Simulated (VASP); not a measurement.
Consider the following.

```xyz
8
Lattice="-2.8118 2.8118 5.6671 2.8118 -2.8118 5.6671 2.8118 2.8118 -5.6671" Properties=species:S:1:pos:R:3 pbc="T T T"
In     0.0000     0.0000     5.6671
In     2.8118     0.0000     2.8336
Cu     0.0000     2.8118     2.8336
Cu     0.0000     0.0000     0.0000
S      1.5679     1.4059     7.0839
S      4.2177     1.2439    -1.4168
S      1.2439     1.4059     1.4168
S     -1.4059     1.5679     4.2503
```

The numbers are results of PBE GGA, VASP's PBE PAW potentials (set 64) (plane waves; VASP), not measurements. Numerical set-up: 300 eV cut-off, 4×4×4 Γ-centred mesh, Gaussian smearing of 0.14 eV, potentials In_d Cu S.

At this cut-off the stress carries a Pulay error, which pulls relaxed volumes low. Unless said otherwise, spin-orbit coupling is left out, though it shifts the bands of the heavy elements here.

Q: Estimate the energy per atom (σ→0), pressure, band gap (on the k-mesh) with the smallest direct gap where there is one.

A: 
```
Item                                                         Value
------------------------  ----------------------------------------
band gap (on the k-mesh)  none (metal, semimetal or under 0.01 eV)
energy per atom (σ→0)                               -4.120 eV/atom
pressure                                                 -2.40 GPa
```

The absolute energy has meaning only against runs of the same code, potentials and settings.

The structure comes from a computed database's InCuS2 entry; how it stands against other phases isn't given here. The cell was not relaxed at this level. The k-mesh is coarse (spacing up to 0.40 per Å, 2π included), so the numbers may not be converged in it.
